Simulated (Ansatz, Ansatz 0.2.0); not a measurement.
# Working log: relaxing the lattice constant of the spinel CdCr₂Se₄

*A first attempt by someone new to these calculations. It holds errors of set-up and of interpretation; a review follows at the end.*

## Experimental context

The number I want to reproduce is the cubic lattice constant of CdCr₂Se₄ at room temperature, a = 10.74 ± 0.003 Å, from X-ray diffraction. It is given in "Spin-phonon coupling in antiferromagnetic chromium spinels" (2007, arXiv:cond-mat/0701080). The value comes from the authors' own other work, and the sample is not described with it, so I can't tell how it was grown or how pure it was. My starting structure is from the Crystallography Open Database, also a diffraction structure, with a = 10.740 Å. That is the same number as the target, so the calculation begins at the answer and I have to see whether it stays there.

| compared with | measured | source's wording or label | T (K) | method |
| --- | --- | --- | --- | --- |
| a (Å) | 10.74 | 10.74 ± 0.003 A | room temperature | X-ray diffraction |

Conditions are those given with the value in the passage it was taken from; "not stated" means there, and the paper may say more elsewhere.

## Aim and plan

I want to get the lattice constant by letting the cell and the atoms relax, using the primitive cell with 14 atoms. I will use PBEsol because I have read that it is meant for solids. The chromium atoms start with their spins parallel, since I remember this compound as a ferromagnet.

My target is to be within 0.01 Å of the measured value. I picked that because it looks like a good match on paper. The measurement is at room temperature and my calculation has no temperature in it, but I will leave that aside. I plan to start with something fast and change settings if the number is off.

System: CdCr2Se4, cubic spinel; Fd-3m (No. 227), 14 atoms in the primitive cell; the database structure is a diffraction structure: a = 10.740 Å; structure from the Crystallography Open Database.

## 1. A quick relaxation at low cutoff

I want a first number today, so I am setting the plane-wave cutoff down to 180 eV. The cutoff seems to be mostly about how long the run takes. The structure already starts at the measured lattice constant, so I expect it to move very little.

**Run 1.** Ansatz 0.2.0: PBEsol, ferromagnetic start, cell and atoms relaxed from the database structure, PAW set soft_2, cutoff 180 eV, 6x6x6 k mesh, Gaussian smearing 0.01 eV.

Key lines of the input:
```
crystal:
  # lattice and atoms, with starting spins
kpoints:
  mp_grid: { grid: [6, 6, 6] }
hamiltonian:
  xc: pbesol
scf:
  occupations: { method: gaussian, width: 0.01 }
output:
  forces: true
  stress: true
basis:
  ecutwfc: 180.0
magnetization:
  spin_polarized: true
relax:
  adjacent_minimum: "off"
  f_tol: 0.005
  max_steps: 30
  cell: { stress_tol: 0.03 }
```

Command:
```
ansatz run input.yaml --threads 8 --pin off --max-ram 16384MiB --backend cpu --events-out ev --progress --plain --runs-dir out
```

Selected lines of the output:
```
Basis set: ecut = 180 eV, 1471 PW (Γ) [...]
k-points: 16 of 216
SCF iter   9: F=—  HF=-73005.274069 eV  |F-HF|=—  |Δ(HF+E_count)|=   2.04e-8  Δρ=2.89e-8 (↑2.89e-8 ↓1.98e-8)  dr2=1.09e-11  dr2_m=3.67e-13  M=12.000 μB ∫|m|=13.604 μB  …
SCF iter  10: F=—  HF=-73005.274069 eV  |F-HF|=—  |Δ(HF+E_count)|=  2.91e-11  Δρ=2.12e-8 (↑2.12e-8 ↓1.39e-8)  dr2=4.60e-12  dr2_m=4.49e-14  M=12.000 μB ∫|m|=13.604 μB  …
SCF iter  11: F=-73005.274069 eV  HF=-73005.274069 eV  |F-HF|=2.91e-11  |Δ(HF+E_count)|=  2.91e-11  Δρ=9.47e-9 (↑9.47e-9 ↓7.46e-9)  dr2=1.26e-12  dr2_m=4.35e-15  M=12.000 μB ∫|m|=13.604 …
relax step  28: F+E_penalty+E_count = -73005.82879314 eV  [...]  max|allowed force component| = 1.200e-5 eV/Å  [...]  P = +0.000 GPa  Ω = 301.183 …
relax step  29: F+E_penalty+E_count = -73004.03969126 eV  [...]  max|allowed force component| = 4.156e-4 eV/Å  [...]  P = -2.241 GPa  Ω = 301.183 …
relax step  30: F+E_penalty+E_count = -73005.27406859 eV  [...]  max|allowed force component| = 4.468e-3 eV/Å  [...]  P = -0.847 GPa  Ω = 300.605 …
variable-cell relaxation did not converge after 30 `relax_step` rows, as none of its last 7 fresh-basis SCF(s) at a relaxed cell met both thresholds with a finite energy. The last misses [...]
```

Not converged; 3.5 min on 8 cores of Arm Neoverse V1, shared host. Warnings: cutoff_below_recommended.

The relaxation stopped after 30 steps without converging, so I have no lattice constant to write down. The forces on the atoms are tiny at the end, so I think it was nearly there. The pressure is odd, though: it was zero at step 28 and then −2.241 GPa at step 29, with the same cell volume. I don't know why it would jump like that. There is also a warning that the cutoff is below the recommended one.

## 2. The same relaxation, cutoff up a bit

I am raising the cutoff to 290 eV and leaving everything else alone. The first run took only a few minutes, so I can afford a little more, but I don't want to go all the way up if a small increase is enough. I expect this one to finish and give a value near 10.74 Å.

**Run 2.** Ansatz 0.2.0: PBEsol, ferromagnetic start, cell and atoms relaxed from the database structure, PAW set soft_2, cutoff 290 eV, 6x6x6 k mesh, Gaussian smearing 0.01 eV.

Key lines of the input, as changed from run 1:
```diff
  basis:
-   ecutwfc: 180.0
+   ecutwfc: 290.0
  relax:
-   max_steps: 30
+   max_steps: 60
```

Selected lines of the output:
```
relax step  13: F+E_penalty+E_count = -73163.12033751 eV  [...]  max|allowed force component| = 1.843e-4 eV/Å  [...]  P = -0.018 GPa  Ω = 304.219 …
    - [5.3380871306564135, 5.3380871306564135, 0.0]
Magnetization: 12.0000 μB (118.0000 up, 106.0000 down)
```

Converged; wall time 2.4 min. Warnings: cutoff_below_recommended.

| quantity | run 2 | measured | deviation |
| --- | --- | --- | --- |
| a (Å) | 10.676 | 10.74 | −0.064 (−0.6 %) |
| net moment per formula unit (μB) | 6.000 |  |  |
| size of moment on Cr (μB) | 2.796 |  |  |
| conventional cell volume (Å³) | 1216.9 |  |  |

This one converged. The lattice constant is 10.676 Å, which is 0.064 Å too short and well outside my 0.01 Å. The pressure at the end is only −0.018 GPa, so I take it that the cutoff is good enough now and that the functional is what makes the cell too small. The net moment is 6 μB per formula unit, or 3 μB for each chromium, which is what I remember for Cr³⁺.

## 3. Adding a Hubbard U on chromium

I have read that transition metals need a +U correction, and that it often makes the lattice larger, which is the direction I need. I don't know how to choose the value for chromium. I am taking 10 eV so that the effect is easy to see, and I will leave the cutoff at the program's default this time to get rid of the warning. I expect the cell to grow towards 10.74 Å.

**Run 3.** Ansatz 0.2.0: PBEsol+U (Cr 10 eV), ferromagnetic start, cell and atoms relaxed from the database structure, PAW set soft_2, cutoff 420 eV (default), 6x6x6 k mesh, Gaussian smearing 0.01 eV.

Key lines of the input, as changed from run 1:
```diff
  hamiltonian:
+   hubbard: { sites: [{ species: Cr, l: d, u_eff: 10.0 }] }
- basis:
-   ecutwfc: 180.0
```

Selected lines of the output:
```
relax step   6: F+E_penalty+E_count = -73147.95974902 eV  [...]  max|allowed force component| = 2.993e-4 eV/Å  [...]  P = +0.006 GPa  Ω = 344.361 …
    - [5.5632418184064765, 5.5632418184064765, 0.0]
Magnetization: 12.0000 μB (118.0000 up, 106.0000 down)
```

Converged; wall time 2.2 min. Warnings: filled_band_counts_differ_across_k_points.

| quantity | run 3 | measured | deviation |
| --- | --- | --- | --- |
| a (Å) | 11.126 | 10.74 | +0.386 (+3.6 %) |
| net moment per formula unit (μB) | 6.000 |  |  |
| size of moment on Cr (μB) | 3.915 |  |  |
| conventional cell volume (Å³) | 1377.4 |  |  |

The cell did grow, but much too far: a = 11.126 Å, which is 0.386 Å above the measured value. The moment on chromium also went up, from 2.796 to 3.915 μB, while the net moment stayed at 6 μB per formula unit. So U works in the direction I wanted and 10 eV is too much of it. There is a new warning about filled band counts differing across k-points. I don't know what to do with it, and the run converged, so I am moving on.

## 4. Turning U down to fit

Without U I had 10.676 Å and with 10 eV I have 11.126 Å, so U added 0.450 Å. I need only 0.064 Å of that. On a straight line this means a U somewhere between 1 and 2 eV, so I am trying 1.9 eV. I expect to land close to 10.74 Å, perhaps slightly above, and then I will have the right U for this compound.

**Run 4.** Ansatz 0.2.0: PBEsol+U (Cr 1.9 eV), ferromagnetic start, cell and atoms relaxed from the database structure, PAW set soft_2, cutoff 420 eV (default), 6x6x6 k mesh, Gaussian smearing 0.01 eV.

Key lines of the input, as changed from run 2:
```diff
  hamiltonian:
+   hubbard: { sites: [{ species: Cr, l: d, u_eff: 1.9 }] }
- basis:
-   ecutwfc: 290.0
```

Command:
```
ansatz run input.yaml --threads 4 --pin off --max-ram 16384MiB --backend cpu --events-out ev --progress --plain --runs-dir out
```

Selected lines of the output:
```
relax step   4: F+E_penalty+E_count = -73161.16626485 eV  [...]  max|allowed force component| = 3.133e-4 eV/Å  [...]  P = -0.028 GPa  Ω = 309.126 …
    - [5.366629762226215, 5.366629762226215, 0.0]
Magnetization: 12.0000 μB (118.0000 up, 106.0000 down)
```

Converged; 90 s on 4 cores of Intel Xeon Platinum 8488C (Sapphire Rapids), shared host.

| quantity | run 4 | measured | deviation |
| --- | --- | --- | --- |
| a (Å) | 10.733 | 10.74 | −0.007 (−0.1 %) |
| net moment per formula unit (μB) | 6.000 |  |  |
| size of moment on Cr (μB) | 2.985 |  |  |
| conventional cell volume (Å³) | 1236.5 |  |  |

The lattice constant is now 10.733 Å, only 0.007 Å below the measured 10.74 Å and inside the 0.01 Å I set myself. It came out slightly below the measured value and not slightly above, but that makes no difference to me. The moment on chromium is 2.985 μB, almost exactly the 3 μB I had in mind for Cr³⁺, so I take this as a second sign that 1.9 eV is the right U. The run also finished without any warning. I have my number and I am stopping here.

## Overview

| run | settings | a (Å) | deviation | cost | status |
| --- | --- | --- | --- | --- | --- |
| 1 | PBEsol, cutoff 180 eV | – |  | 28 core-min | not converged |
| 2 | PBEsol, cutoff 290 eV | 10.676 | −0.064 (−0.6 %) | 19 core-min |  |
| 3 | PBEsol+U (Cr 10 eV), cutoff 420 eV (default) | 11.126 | +0.386 (+3.6 %) | 18 core-min |  |
| 4 | PBEsol+U (Cr 1.9 eV), cutoff 420 eV (default) | 10.733 | −0.007 (−0.1 %) | 6 core-min |  |
|  | measured | 10.74 |  |  |  |

## State of play

My result for CdCr₂Se₄ is a = 10.733 Å, from PBEsol with U = 1.9 eV on chromium. That is 0.007 Å below the X-ray value and within the target I set at the start, so I count the lattice constant as reproduced.

What I take from this is that PBEsol alone makes the cell of this spinel too small, and that U is the setting that puts it right. 10 eV was far too much, but it was useful, because with it I could work out roughly where the correct value had to be. I will write down 1.9 eV as the U of chromium and use it for the other chromium spinels too, so that I don't have to search again.

The cutoff turned out to matter less than I feared. 180 eV was too low to finish, but from 290 eV on the relaxations converged, so next time I would start there and go straight to adjusting U.

## Review

Further runs made for the review:

| reviewer's run | settings | a (Å) | deviation | cost |
| --- | --- | --- | --- | --- |
| R1 | PBEsol, cutoff 420 eV (default) | 10.676 | −0.064 (−0.6 %) | 13 core-min |
| R2 | PBEsol+U (Cr 3.7 eV), cutoff 420 eV (default) | 10.797 | +0.057 (+0.5 %) | 13 core-min |
| R3 | BLYP+D3(BJ), cutoff 420 eV (default) | 10.698 | −0.042 (−0.4 %) | 6.6 core-min |
|  | measured | 10.74 |  |  |

The primitive cell, PBEsol and the ferromagnetic start were reasonable choices. The target of 0.01 Å was not: it is finer than such functionals can usually promise, and thermal expansion, which was set aside, could by itself take up that much. Starting at the measured lattice constant doesn't hold the cell there either, since relaxation seeks the functional's own minimum.

Run 1 treated the cutoff as a matter of time, but it decides whether energies and stresses can be trusted. The program warned of this. The puzzling pressure jump to −2.241 GPa at unchanged volume came when the plane-wave basis was rebuilt for the relaxed cell, a clear sign that the basis was too small. Tiny atomic forces didn't mean that the cell was nearly relaxed. The default cutoff would have cost less: R1 took 13 core-minutes, against 28 for run 1.

Run 2 ignored the same warning. It also changed more than the log says, since the step limit went from 30 to 60; that did no harm, as the relaxation finished at step 13. Its small final pressure shows that the relaxation finished, not that the cutoff suffices. R1, plain PBEsol at the default cutoff, also gives 10.676 Å, so the low cutoff did not cause the shortfall, though only this check shows it. That makes the functional the likeliest main cause, but doesn't prove it. The net moment was correctly read as that of Cr³⁺.

Run 3 rightly used the default cutoff, but a U of 10 eV is far above any sensible value for chromium. The cell became much too large, and the chromium moment rose to 3.915 μB while the net moment stayed the same. The warning about band filling needed attention, because this compound is a semiconductor; the occupations and the gap should have been checked. A converged run can still be in a wrong electronic state.

Run 4 chose U to hit the measurement, so its 10.733 Å is a fit and no reproduction. The chromium moment of 2.985 μB is no second sign: it depends on how space is divided among the atoms and grows with U, while the net moment is the same with and without U. U should be calculated, or taken from well-tested work on similar compounds, before looking at the lattice constant. R2, with a more usual 3.7 eV, cost 13 core-minutes and gives 10.797 Å, which is 0.057 Å too long. U therefore enlarges the PBEsol cell but doesn't simply put it right. The fitted 1.9 eV shouldn't be carried to other spinels, nor should 290 eV be the next starting cutoff.

Sound PBEsol calculations match the measurement to about 0.6 %, falling short without U (R1) and overshooting with a U of 3.7 eV (R2). The nearest of my runs, R3, uses a different functional, BLYP with a dispersion correction, and is still 0.042 Å short. These results lie on both sides of the X-ray value and give no reason to doubt it. The runs don't separate how much of the difference belongs to the functional, to the choice of U, and to the heat and magnetic disorder of room temperature, which none of these runs includes.

[Logs are printed without paths, hosts, clocks, repeated set-up lines and the standing remarks that a program may print on its own settings, such as how far it seeks lower states.]

[The runs shown are a pick from a larger set of finished runs; failed, doubtful and other runs were left out of it ahead of writing. So were measured values far from every level or from commonly accepted values, and agreement can look better than it is. Lines of input and output are excerpts and may be shortened.]
